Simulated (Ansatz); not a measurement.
# NiO (Fm-3m) in Ansatz: a series of runs

The runs below take NiO through band structure, phonons, single point, equation of state, with LDA, PBE, PBEsol+U, revPBE+D4.

Program: Ansatz 0.2.0. These are calculated values, not measurements. Logs are shortened: lines on timing, memory, paths and dates and some standing lists are left out, and cuts for length are marked.

**Measured values to compare with.**

“Local correlations, non-local screening, multiplets, and band formation in NiO”, 2012, arxiv:1210.6675 quotes, for a bulk crystal of NiO: band gap 4.3 eV.

The runs below are set against these values where they give the same quantity.

## Step 1: The crystal as given

It takes space group Fm-3m (No. 225, cubic). Conventional cell: a = 4.172 Å, b = 4.172 Å, c = 4.172 Å, α = 90.00°, β = 90.00°, γ = 90.00°. Ni (site symmetry m-3m) has 6 O at 2.09 Å as nearest neighbours. O (site symmetry m-3m) is surrounded by 6 Ni at 2.09 Å.

## Step 2: Band structure, LDA, collinear spin, ferromagnetic start

The input, input.yaml:

```yaml
crystal:
  lattice:
    - [0.0, 2.0859016414, 2.0859016414]
    - [2.0859016414, 0.0, 2.0859016414]
    - [2.0859016414, 2.0859016414, 0.0]
  atoms:
    - { symbol: Ni, position: [0.0, 0.0, 0.0], spin: 1.0 }
    - { symbol: O, position: [0.5, 0.5, 0.5] }
hamiltonian:
  xc: lda
  pseudopotentials: { kind: paw }
magnetization:
  spin_polarized: true
kpoints:
  mp_grid: { grid: [11, 11, 11] }
  band_path:
    path:
      - [[0.0, 0.0, 0.0], [0.5, 0.0, 0.5], [0.5, 0.25, 0.75], [0.375, 0.375, 0.75], [0.0, 0.0, 0.0], [0.5, 0.5, 0.5], [0.625, 0.25, 0.625], [0.5, 0.25, 0.75], [0.5, 0.5, 0.5], [0.375, 0.375, 0.75]]
      - [[0.625, 0.25, 0.625], [0.5, 0.0, 0.5]]
    npoints: 14
scf:
  occupations: { method: fermi_dirac, width: 0.05 }
  n_extra_bands: 6
output:
  forces: true
  stress: true
  eigenvalues: true
  fatbands: true
```

Potentials or basis: Ansatz PAW.

Command:

```sh
$ ansatz run input.yaml --threads 2 --pin off --max-ram 5120MiB --backend cpu --events-out ev --progress --plain --runs-dir out
```

Output:

```text
Warning: RAYON_NUM_THREADS=2 ignored (pool sized by the plan → 2); use --threads N
scf.n_extra_bands = 6 over 12 filled bands (N_el = 24.0): the run solves 18 bands
Engine: ansatz 0.2.0, aarch64-unknown-linux-gnu
Pseudopotentials: kind: paw
Pseudopotential: Ni, paw, valence charge 18, recommended cutoff 420 eV (normal), Ni.paw.azcp
Pseudopotential: O, paw, valence charge 6, recommended cutoff 420 eV (normal), O.paw.azcp
Functional definition: SPW92
  exchange = slater_x
  correlation = pw_c
Crystal: 2 atoms, lattice volume = 18.151 Å³
Basis set: ecut = 420 eV, 339 PW (Γ)
Bands: 18, of which v1, the nominal top of the filled ones, is band 12 counted from 1 (11 counted from 0)
Symmetry: 48 space group operations
Space group: Fm-3m (ITA 225), of the structure as read, at distance tolerance 2.6e-5 Å
Magnetic group: BNS 225.116 (UNI 1618), of the structure as read, at distance tolerance 2.6e-5 Å
k-points: 56 of 1331
Non-local potential: Ni, projectors of the file, l = 0: 3, l = 1: 2, l = 2: 3, l = 3: 1
Non-local potential: O, projectors of the file, l = 0: 2, l = 1: 2, l = 2: 1
PAW form: soft (Blöchl's): semilocal exchange-correlation on the pseudo side does not see the compensation charge
PAW frozen core: Ni, regenerated for the run's functional, and the local potential with it (the file was generated under x = pbe(κ = 0.804, μ = 0.2195149727645171), c = pbe(β = 0.06672455060314922))
PAW frozen core: O, regenerated for the run's functional, and the local potential with it (the file was generated under x = pbe(κ = 0.804, μ = 0.2195149727645171), c = pbe(β = 0.06672455060314922))
PAW one-centre angular grid: Ni, 590 points (default); XC on 64 Gauss nodes
PAW one-centre angular grid: O, 110 points (default); XC on 64 Gauss nodes
Initial density: superposition of atomic densities (chi_scale 0.1, normalization cell, long waves kept (reshape's long-wave potential 0.00 eV rms))
Starting moments: Σ|m| = 1 μB on 1 of 2 sites
Initial wavefunctions: pseudopotential atomic-orbital guess
Functional: x = slater, c = lda
SCF iter   1: F=—  HF=-6325.981599 eV  |F-HF|=—  |Δ(HF+E_count)|=         —  Δρ=2.08e-1 (↑7.20e-2 ↓2.08e-1)  dr2=8.84e0  dr2_m=1.29e0  M=0.195 μB ∫|m|=0.195 μB  β_m=0.30  ethr=3.10e-3  ⟨swp⟩=5.7  Hψ=8888  notcnv=0
Mixer restart at iter 1: flushing history
preconditioner: auto → none  [metal: Δε(μ)=0.027 eV  Ē_g=15.768 eV  σ=0.050 eV  W_gap=0.14  n_scr=8 (ndim 8)  ℏωp=34.9 eV  f_vac=0.000  D(μ)=1.92/eV (n_scr^D=26)  sad-step TF]
SCF iter   2: F=—  HF=-6326.525050 eV  |F-HF|=—  |Δ(HF+E_count)|=   5.43e-1  Δρ=8.36e-2 (↑3.76e-2 ↓8.36e-2)  dr2=9.45e-1  dr2_m=3.80e-1  M=0.334 μB ∫|m|=0.334 μB  β_m=0.38  ethr=3.10e-3  ⟨swp⟩=3.0  Hψ=5038  notcnv=0  defer=112
SCF iter   3: F=—  HF=-6326.908204 eV  |F-HF|=—  |Δ(HF+E_count)|=   3.83e-1  Δρ=4.92e-2 (↑2.07e-2 ↓4.92e-2)  dr2=3.59e-1  dr2_m=1.33e-1  M=0.311 μB ∫|m|=0.311 μB  β_m=0.53  ethr=3.10e-3  ⟨swp⟩=2.0  Hψ=3418  notcnv=0  defer=110
SCF iter   4: F=—  HF=-6327.037302 eV  |F-HF|=—  |Δ(HF+E_count)|=   1.29e-1  Δρ=9.55e-3 (↑9.55e-3 ↓8.64e-3)  dr2=2.63e-2  dr2_m=1.66e-4  M=0.300 μB ∫|m|=0.301 μB  β_m=0.63  ethr=1.49e-3  ⟨swp⟩=2.2  Hψ=3036  notcnv=0  defer=112
SCF iter   5: F=—  HF=-6327.041615 eV  |F-HF|=—  |Δ(HF+E_count)|=   4.31e-3  Δρ=3.79e-3 (↑3.79e-3 ↓3.22e-3)  dr2=6.48e-3  dr2_m=2.20e-5  M=0.303 μB ∫|m|=0.303 μB  β_m=0.67  ethr=1.10e-4  ⟨swp⟩=2.0  Hψ=3914  notcnv=0  defer=112
SCF iter   6: F=—  HF=-6327.041769 eV  |F-HF|=—  |Δ(HF+E_count)|=   1.54e-4  Δρ=2.25e-3 (↑1.42e-3 ↓2.25e-3)  dr2=1.31e-3  dr2_m=1.71e-4  M=0.296 μB ∫|m|=0.297 μB  β_m=0.63  ethr=2.70e-5  ⟨swp⟩=2.0  Hψ=3458  notcnv=0  defer=112
SCF iter   7: F=—  HF=-6327.041837 eV  |F-HF|=—  |Δ(HF+E_count)|=   6.78e-5  Δρ=7.76e-4 (↑4.94e-4 ↓7.76e-4)  dr2=1.13e-4  dr2_m=3.67e-5  M=0.296 μB ∫|m|=0.296 μB  β_m=0.82  ethr=5.45e-6  ⟨swp⟩=1.2  Hψ=2151  notcnv=0  defer=112
SCF iter   8: F=—  HF=-6327.041847 eV  |F-HF|=—  |Δ(HF+E_count)|=   1.03e-5  Δρ=3.60e-4 (↑1.48e-4 ↓3.60e-4)  dr2=2.80e-5  dr2_m=4.54e-6  M=0.295 μB ∫|m|=0.296 μB  β_m=0.88  ethr=4.72e-7  ⟨swp⟩=1.2  Hψ=2111  notcnv=0  defer=112
SCF iter   9: F=—  HF=-6327.041844 eV  |F-HF|=—  |Δ(HF+E_count)|=   3.31e-6  Δρ=6.64e-5 (↑6.64e-5 ↓2.48e-5)  dr2=2.44e-7  dr2_m=3.33e-7  M=0.295 μB ∫|m|=0.296 μB  β_m=0.83  ethr=1.17e-7  ⟨swp⟩=1.9  Hψ=2405  notcnv=0  defer=112
SCF iter  10: F=—  HF=-6327.041844 eV  |F-HF|=—  |Δ(HF+E_count)|=   8.86e-8  Δρ=1.37e-5 (↑1.37e-5 ↓5.57e-6)  dr2=2.74e-8  dr2_m=9.85e-9  M=0.295 μB ∫|m|=0.295 μB  β_m=0.92  ethr=1.02e-9  ⟨swp⟩=1.8  Hψ=2374  notcnv=0  defer=112
SCF iter  11: F=—  HF=-6327.041844 eV  |F-HF|=—  |Δ(HF+E_count)|=   1.26e-9  Δρ=4.01e-6 (↑4.01e-6 ↓3.43e-6)  dr2=6.34e-9  dr2_m=4.02e-10  M=0.295 μB ∫|m|=0.295 μB  β_m=0.96  ethr=1.14e-10  ⟨swp⟩=1.5  Hψ=2197  notcnv=0  defer=112
SCF iter  12: F=-6327.041844 eV  HF=-6327.041844 eV  |F-HF|=1.71e-10  |Δ(HF+E_count)|=  4.14e-10  Δρ=6.32e-7 (↑5.05e-7 ↓6.32e-7)  dr2=1.79e-10  dr2_m=1.55e-12  M=0.295 μB ∫|m|=0.295 μB  ethr=2.64e-11  ⟨swp⟩=7.2  Hψ=8024  notcnv=0
SCF 1 converged in 12 iterations: F = -6327.041844 eV  dr2 = 1.79e-10
Initial density: read from a saved state, or passed on in memory by an earlier SCF of this step, an earlier step, the calling program or the single point that the run made first
Starting moments: Σ|m| = 1 μB on 1 of 2 sites; this step starts from the density that it was given
iter 1 solved again at ethr=1.37e-10 eV; its pass at ethr=4.17e-6 eV (dr2=3.28e-8 eV) is discarded
SCF iter   1: F=—  HF=-6327.041844 eV  |F-HF|=—  |Δ(HF+E_count)|=         —  Δρ=6.28e-7 (↑5.01e-7 ↓6.28e-7)  dr2=1.76e-10  dr2_m=1.58e-12  M=0.295 μB ∫|m|=0.295 μB  ethr=1.37e-10  ⟨swp⟩=1.5  Hψ=19320  notcnv=0
preconditioner: auto → none  [metal: Δε(μ)=0.049 eV  Ē_g=15.987 eV  σ=0.050 eV  W_gap=0.23  n_scr=8 (ndim 8)  ℏωp=34.9 eV  f_vac=0.000  D(μ)=1.58/eV (n_scr^D=14)]
SCF iter   2: F=—  HF=-6327.062021 eV  |F-HF|=—  |Δ(HF+E_count)|=   2.02e-2  Δρ=3.83e-2 (↑1.49e-2 ↓3.83e-2)  dr2=2.85e-1  dr2_m=5.79e-2  M=0.820 μB ∫|m|=0.822 μB  ethr=4.17e-6  ⟨swp⟩=1.1  Hψ=10847  notcnv=0
SCF iter   3: F=—  HF=-6327.041851 eV  |F-HF|=—  |Δ(HF+E_count)|=   2.02e-2  Δρ=3.98e-4 (↑3.98e-4 ↓3.94e-4)  dr2=3.63e-5  dr2_m=9.10e-6  M=0.299 μB ∫|m|=0.299 μB  ethr=4.17e-6  ⟨swp⟩=1.0  Hψ=5987  notcnv=0
an SCF towards Hund's moment on open shells that bore less, with the run's symmetry operations kept, reached no lower state that the run goes on to. This is no proof of a minimum
NSCF: frozen V_eff on 142 k-points
SCF converged after 12 iterations
Magnetization: 0.2950 μB (12.1475 up, 11.8525 down)
Absolute magnetization: 0.2953 μB (∫|ρ↑−ρ↓|, with the PAW one-centre terms)
Spin contamination: 0.0008 ħ² per cell (⟨S²⟩ above its minimum at these occupations)
Per-site moments (μB) at R_I (Å): [(0.24510384251368306, 0.8604344270775), (0.03863385248817678, 0.8604344270775)]
Free energy (F): -6327.041844 eV
Harris-Foulkes:  -6327.041844 eV  (|F-HF|=1.71e-10)
Internal energy: -6327.028160 eV  (E = F + TS)
E sigma→0 (E₀):  -6327.035002 eV
Entropy (-TS):   -0.013684 eV (-6.842 meV/atom)
Fermi energy:    13.989782 eV
--- Per-component energies (eV) ---
  E_band       = -326.960534
  E_kinetic    = 452.552624
  E_local      = -4000.100422  (includes V_loc(G=0)·N_el)
  E_nonlocal   = 697.481154
  E_hartree    = 1646.523122
  E_xc         = -154.519294
  E_vxc        = -199.360994  (∫ρ·V_xc dr)
  E_paw        = -1714.700495  (= ΣΔE_a)
  E_vpaw       = -570.581366  (= ΣTr[D̂ρ^β])
  E_aug_tail   = 0.003020  (compensation charges beyond the density's cutoff)
  E_ewald      = -3254.798910
  E_core_change = 0.531042  (= ΣΔE_core)
  E_smearing   = -0.013684  (= −TS)
  E_closure    = 0.000000  (closes the sum)
  Σ components = -6327.041844   (vs F -6327.041844, Δ=0.00e0)
--- Forces (eV/Å), atoms counted from 1 ---
  atom   1  Ni    -0.00000000     0.00000000    -0.00000000
  atom   2  O      0.00000000    -0.00000000     0.00000000
  max |Σ_I F_I| component: 1.57e-29 eV/Å
--- Stress (GPa, compression-positive) ---
      -19.807411      -0.000000       0.000000
       -0.000000     -19.807411       0.000000
        0.000000      -0.000000     -19.807411
  P = ⅓ Tr σ = -19.8074 GPa (-198.074 kbar)
--- Band table (eV; the first three rows and the last of 112) ---
  k-point 0 ↑: bands = ["-88.3547", "-49.1812", "-49.1812", "-49.1812", "-6.2495", "10.8420", "10.8420", "10.8420", "12.1001", "12.1001", "12.1001", "12.2124", "12.2124", "15.6131", "31.6814", "32.9375", "32.9375", "32.9375"]
  k-point 1 ↑: bands = ["-88.3545", "-49.1839", "-49.1815", "-49.1815", "-6.1527", "10.1356", "10.4086", "10.4086", "12.1716", "12.1716", "12.2838", "12.6726", "12.6726", "16.1683", "29.9601", "32.6269", "32.6269", "33.7380"]
  k-point 2 ↑: bands = ["-88.3538", "-49.1912", "-49.1826", "-49.1826", "-5.8814", "8.8112", "9.7210", "9.7210", "12.3395", "12.3395", "12.5202", "13.4618", "13.4618", "17.3472", "27.6872", "31.4642", "31.4642", "34.1446"]
  k-point 55 ↓: bands = ["-88.0547", "-48.9179", "-48.9162", "-48.9069", "-4.5793", "7.7078", "7.7402", "8.4519", "12.8299", "13.0769", "13.4216", "13.4665", "14.2212", "22.5805", "24.4760", "24.5899", "27.8874", "35.3086"]
```

Run time: 6.3 s. Hardware: 2 threads of Arm Neoverse V2, shared host; peak memory 0.35 GiB.

What came out:

```yaml
Free_energy: -6327.0418 eV
Pressure: -19.8 GPa
Band_gap_on_the_k_mesh: none (metal or under the smearing width)
Net_moment: 0.30 μB per cell
Absolute_moment: 0.30 μB per cell
Site_moments: Ni +0.25; O +0.04 μB
```

Levels at the corners of the path, in eV from the Fermi level:
Spin up:
| point | band 11 | band 12 | band 13 | band 14 | band 15 | band 16 |
| --- | --- | --- | --- | --- | --- | --- |
| Γ | -1.89 | -1.78 | -1.78 | 1.62 | 17.69 | 18.95 |
| X | -0.82 | -0.77 | -0.77 | 6.22 | 10.41 | 12.41 |
| W | -0.96 | -0.77 | -0.13 | 8.51 | 10.62 | 10.62 |
| K | -0.72 | -0.64 | -0.12 | 7.83 | 10.34 | 10.40 |
| Γ | -1.89 | -1.78 | -1.78 | 1.62 | 17.69 | 18.95 |
| L | -0.67 | 1.15 | 1.15 | 5.58 | 9.91 | 14.02 |
| U | -0.72 | -0.64 | -0.12 | 7.83 | 10.34 | 10.40 |
| W | -0.96 | -0.77 | -0.13 | 8.51 | 10.62 | 10.62 |
| L | -0.67 | 1.15 | 1.15 | 5.58 | 9.91 | 14.02 |
| K | -0.72 | -0.64 | -0.12 | 7.83 | 10.34 | 10.40 |
| U | -0.72 | -0.64 | -0.12 | 7.83 | 10.34 | 10.40 |
| X | -0.82 | -0.77 | -0.77 | 6.22 | 10.41 | 12.41 |
Spin down:
```csv
point,band 10,band 11,band 12,band 13,band 14,band 15
Γ,-1.72,-1.72,-1.44,-1.44,1.68,17.70
X,-1.03,-0.58,-0.58,-0.47,6.29,10.47
W,-1.02,-0.61,-0.58,0.18,8.59,10.68
K,-0.72,-0.54,-0.31,0.19,7.91,10.41
Γ,-1.72,-1.72,-1.44,-1.44,1.68,17.70
L,-0.86,-0.49,1.43,1.43,5.61,9.99
U,-0.72,-0.54,-0.31,0.19,7.91,10.41
W,-1.02,-0.61,-0.58,0.18,8.59,10.68
L,-0.86,-0.49,1.43,1.43,5.61,9.99
K,-0.72,-0.54,-0.31,0.19,7.91,10.41
U,-0.72,-0.54,-0.31,0.19,7.91,10.41
X,-1.03,-0.58,-0.58,-0.47,6.29,10.47
```

Caveat: so large a pressure means that the cell lies far from this level's equilibrium, or that cutoff or potentials fall short; the pressure holds a Pulay correction of +0.9 GPa for the finite cutoff; semilocal functionals often make such compounds metallic where correlation or magnetic order opens a gap, which also shifts bond lengths; the PAW data sets come from PBE, with cores solved anew for the run's functional, which leaves a small shift of forces and pressure.

(Part 1 of 3 ends here.)
